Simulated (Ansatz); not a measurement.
# InSe: the cost of one run

Program: Ansatz 0.2.0. Level of theory: DFT PBE+D3(BJ), spin-orbit coupling, plane waves, PAW. These are calculated values, not measurements.

The COD entry's cell or inner coordinates are ideal or old and differ from later refinements, so a difference from it is no clean test against experiment.

1 further run of the same task is left out (set aside as unsound or not needed).

**1. The starting structure**

It takes space group R3m (No. 160, trigonal). Conventional cell: a = 4.037 Å, b = 4.037 Å, c = 24.908 Å, α = 90.00°, β = 90.00°, γ = 120.00°. In (site symmetry 3m) has 3 Se at 2.66 Å and 1 In at 2.79 Å as nearest neighbours. Around Se (site symmetry 3m) lie 3 In at 2.66 Å.

Coordinates:

```
CELL_PARAMETERS angstrom
2.01849 1.16538 8.30272
-2.01849 1.16538 8.30272
0.00000 -2.33075 8.30272
ATOMIC_POSITIONS crystal
In 0.99961 0.99961 0.99961
In 0.11176 0.11176 0.11176
Se 0.61472 0.61472 0.61472
Se 0.82990 0.82990 0.82990
```

It is the result of an earlier relaxation at this level (volume 29.30 Å³/atom; gap on the mesh: 0.30 eV).

**2. The same geometry with PBE+D3(BJ) with spin-orbit coupling**

Input file input.yaml:

```yaml
crystal:
  lattice:
    - [2.0184887238, 1.1653750081, 8.3027172717]
    - [-2.0184887238, 1.1653750081, 8.3027172717]
    - [0.0, -2.3307500161, 8.3027172717]
  atoms:
    - { symbol: In, position: [-0.0003856653, -0.0003856653, -0.0003856653] }
    - { symbol: In, position: [0.1117587351, 0.1117587351, 0.1117587351] }
    - { symbol: Se, position: [0.6147242529, 0.6147242529, 0.6147242529] }
    - { symbol: Se, position: [0.8299026773, 0.8299026773, 0.8299026773] }
basis:
  ecutwfc: 420
kpoints:
  mp_grid: { grid: [12, 12, 12] }
  band_path:
    path:
      - [[0.0, 0.0, 0.0], [-0.5, -0.5, -0.5], [-0.5, -0.17980075, -0.82019925]]
      - [[-0.17980075, 0.17980075, -0.5], [0.0, 0.0, -0.5], [0.0, 0.0, 0.0], [0.0, 0.33990037, -0.33990037]]
      - [[-0.33990037, 0.0, -0.66009963], [-0.5, 0.0, -0.5], [0.0, 0.0, 0.0]]
    npoints: 10
hamiltonian:
  xc: pbe
  dispersion: d3bj
scf:
  occupations: { method: gaussian, width: 0.02 }
output:
  forces: true
  stress: true
  eigenvalues: true
  populations: true
  dos: { projected: true, de: 0.02 }
  bader: false
  write_density: true
  write_potential: true
  elf: true
  volumetric_format: npy
magnetization:
  noncollinear: true
  spin_orbit: true
```

Started as:

```
$ ansatz run input.yaml --threads 4 --pin off --max-ram 10240MiB --backend cpu --events-out ev --progress --plain --runs-dir out
```

What time and memory should one allow on 4 threads of Arm Neoverse V2, shared host?

About 2.6 min, with a peak of 2.6 GiB.
